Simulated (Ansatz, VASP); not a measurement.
# One calculation of Ga, two programs

```xyz
1
Lattice="-1.4116 1.4116 2.3566 1.4116 -1.4116 2.3566 1.4116 1.4116 -2.3566" Properties=species:S:1:pos:R:3 pbc="T T T"
Ga    0.0000    0.0000    0.0000
```

This isn't the form of Ga at room conditions, which is orthorhombic.

Alike in both runs: task single point; functional LDA; k mesh 13 × 13 × 13; occupations fermi-dirac, width 0.05 eV; no spin polarisation.

|  | VASP | Ansatz |
| --- | --- | --- |
| version | VASP 6.6.1 | Ansatz 0.2.0 |
| potentials or method | VASP PAW LDA potentials, release 64 (Ga_d) | Ansatz PAW |
| plane-wave cutoff (eV) | 520 | 420 |
| valence electrons in the cell | 13 | 13 |

Ansatz gave:

- gap on the k mesh at the Fermi level (eV): none
- pressure (GPa): -5.0
- largest component of the traceless stress (GPa): 0.21

Q: What did VASP give for the same quantities?

A: gap on the k mesh at the Fermi level (eV): none; pressure (GPa): -5.0; largest component of the traceless stress (GPa): 0.22.

A gap of «none» marks a metal or a gap that the smearing closes.

Caveats: the PAW data sets come from PBE, with cores solved anew for the run's functional, which leaves a small shift of forces and pressure (Ansatz).
